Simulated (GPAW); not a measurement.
Cu:

```xyz
1
Lattice="2.4391 0.0000 0.0000 -0.9036 2.2769 0.0000 -0.7493 -1.1489 2.0629" Properties=species:S:1:pos:R:3 pbc="T T T"
Cu    0.0000    0.0000    0.0000
```

This isn't the form of Cu at room conditions, which is fcc.

The cell isn't the ideal one: cell sheared at random, sigma 0.01, atoms nudged by 0.01 Å.

```yaml
Program: GPAW 26.7.0
Task: relaxation of cell and atoms
Functional: PBEsol
Dispersion: D3(BJ)
Potentials_or_basis: PAW data sets generated in the run's folder for this functional
Cutoff: 600 eV
Basis: pw
k_mesh: 8 × 8 × 8
Occupations: fermi-dirac, width 0.05 eV
Spin: no spin polarisation
```

At the start: pressure -6.7 GPa; volume 11.46 Å³/atom.

Problem. Where does the relaxation end?

Solution. Over 17 steps the energy falls by 51.4 meV/atom and the volume is 11.00 Å³/atom (-4.0 %); space group Fm-3m (No. 225, to 0.05 Å).

Step by step:
```tsv
step	energy change (eV)	largest force (eV/Å)	pressure (GPa)	volume (Å³)
1	0.0000	0.0000	-6.66	11.46
2	-0.0074	0.0000	-3.44	11.23
3	-0.0101	0.0000	0.51	10.98
4	-0.0104	0.0000	0.38	10.98
5	-0.0160	0.0000	-0.72	11.06
6	-0.0160	0.0000	-1.21	11.12
7	-0.0196	0.0000	-1.09	11.08
8	-0.0219	0.0000	-0.95	11.07
9	-0.0361	0.0000	0.67	10.97
10	-0.0382	0.0000	0.10	11.01
11	-0.0399	0.0000	-0.35	11.03
12	-0.0483	0.0000	-1.03	11.06
13	-0.0499	0.0000	-0.30	11.02
14	-0.0492	0.0000	2.39	10.86
15	-0.0480	0.0000	-3.54	11.23
16	-0.0514	0.0000	0.32	10.98
17	-0.0514	0.0000	0.01	11.00
```

Final structure:
```cif
data_structure
_symmetry_space_group_name_H-M 'P 1'
_symmetry_Int_Tables_number 1
_cell_length_a 2.5019
_cell_length_b 2.4977
_cell_length_c 2.5001
_cell_angle_alpha 120.259
_cell_angle_beta 89.568
_cell_angle_gamma 120.254
_cell_volume 11.00
loop_
_atom_site_label
_atom_site_type_symbol
_atom_site_fract_x
_atom_site_fract_y
_atom_site_fract_z
_atom_site_occupancy
Cu1 Cu 0.00000 0.00000 0.00000 1
```

Caveat: the k mesh is coarse (spacing up to 0.39 Å⁻¹), so the values aren't converged; with this Cu data set, volumes or pressures lay over 1.5 % or 2 GPa off other programs in two to four cells of ten; later steps reuse the first step's grids; pairwise dispersion overbinds metals, which lowers pressure and volume.
